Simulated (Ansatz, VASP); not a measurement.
**One calculation of As, two programs**

INCAR

```
PREC = Accurate
ENCUT = 520
EDIFF = 1E-6
ISMEAR = -1
SIGMA = 0.1
LREAL = False
LASPH = True
NELM = 80
ALGO = Normal
ISIF = 2
LWAVE = False
LCHARG = False
GGA = PS
NBANDS = 14
```

File KPOINTS:

```
Automatic mesh
0
Gamma
  9 9 13
```

File POSCAR:

```
As
1.0
    4.9612628890      0.0000000000      0.0000000000
   -2.4806314445      4.2965796968      0.0000000000
    0.0000000000      0.0000000000      2.8891364836
As
3
Direct
    1.0000000000      0.0000000000      0.0000000000
    0.3333333333      0.6666666667      0.5000000000
    0.6666666667      0.3333333333      0.5000000000
```

Input for Ansatz:

```yaml
crystal:
  lattice:
    - [4.961262889, 0.0, 0.0]
    - [-2.4806314445, 4.2965796968, 0.0]
    - [0.0, 0.0, 2.8891364836]
  atoms:
    - { symbol: As, position: [1.0, 0.0, 0.0] }
    - { symbol: As, position: [0.3333333333, 0.6666666667, 0.5] }
    - { symbol: As, position: [0.6666666667, 0.3333333333, 0.5] }
hamiltonian:
  xc: pbesol
  pseudopotentials:
    kind: paw
    azcp:
      As: "pseudopotentials/As.paw.azcp"
basis:
  ecutwfc: 420
  fft_grid_basis: typed
kpoints:
  mp_grid: { grid: [9, 9, 13], shift: [0, 0, 0] }
magnetization:
  spin_polarized: false
scf:
  occupations: { method: fermi_dirac, width: 0.1 }
  lower_state_search: "off"
output:
  stress: true
```

Alike in both runs: task single point; functional PBEsol; k mesh 9 × 9 × 13; occupations fermi-dirac, width 0.1 eV; no spin polarisation.

|  | VASP | Ansatz |
| --- | --- | --- |
| version | VASP 6.6.1 | Ansatz 0.2.0 |
| potentials or method | VASP PAW PBE potentials, release 64 (As) | plane waves (420 eV) with PAW, scalar-relativistic |
| plane-wave cutoff (eV) | 520 | 420 |
| valence electrons in the cell | 15 | 45 |

Ansatz gave:

* pressure (GPa): -7.8
* largest component of the traceless stress (GPa): 0.25

Task: Which values does VASP return?

Result: Pressure (GPa): -7.7; largest component of the traceless stress (GPa): 0.27.

The two sets of potentials don't hold the same shells in valence. Ansatz warned: «pseudo_functional_mismatch».

Caveats: the PAW data sets were made with another functional, which shifts forces and pressure a little (VASP).
